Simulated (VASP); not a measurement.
Runs of VASP 6.6.1 on CrO2. Symmetry: P-3m1, No. 164, trigonal system. Conventional cell: a = 2.780 Å, b = 2.780 Å, c = 4.485 Å, α = 90.00°, β = 90.00°, γ = 120.00°. Cr (site symmetry -3m) is surrounded by 6 O at 1.96 Å. O (site symmetry 3m) is surrounded by 3 Cr at 1.96 Å. Measurements of this composition are mostly on another form, of space group No. 136.

```csv
spin,U,fixed moment (μB),gap on the mesh (eV),pressure (GPa),moment (μB),largest force (eV/Å)
"collinear, ferromagnetic start",Cr d U = 7 eV,-,none,17.9,2.00,0.79
"collinear, zero start",Cr d U = 3 eV,-,none,-9.9,0.00,1.67
off,Cr d U = 3 eV,-,none,-10.0,-,1.67
"collinear, zero start",Cr d U = 7 eV,-,none,(c),0.00,1.63
"collinear, random start",Cr d U = 7 eV,-,none,17.9,2.00,0.79
"collinear, random start",Cr d U = 3 eV,-,0.43,0.9,2.00,2.09
"collinear, ferromagnetic start",Cr d U = 3 eV,-,0.43,(b),2.00,2.09
"collinear, ferromagnetic start",Cr d U = 7 eV,0,-,(a),0.00,1.58
```

Alike in all rows: task single point; level PBE+U; potentials or basis VASP PAW PBE potentials, release 64 (Cr_pv, O); cell as given; k mesh 8 × 8 × 4; cutoff (eV) 520; smearing gaussian 0.05 eV.

Estimate the missing entries.

(a) -2.6; (b) 1.0; (c) -0.7.

Caveats: forces of over 1 eV/Å show positions far from the minimum, so gaps and moduli don't describe the material at rest (some runs); a cell with one magnetic atom can't hold antiferromagnetic order, which such compounds often take (some runs); U without spin polarisation on a metal has little footing (some runs); the moment is held away from its start (some runs); the total moment is fixed, so each spin has its own Fermi level (some runs).

A k mesh can miss the band edges.

A gap of «none» marks a metal or a gap under the smearing width.
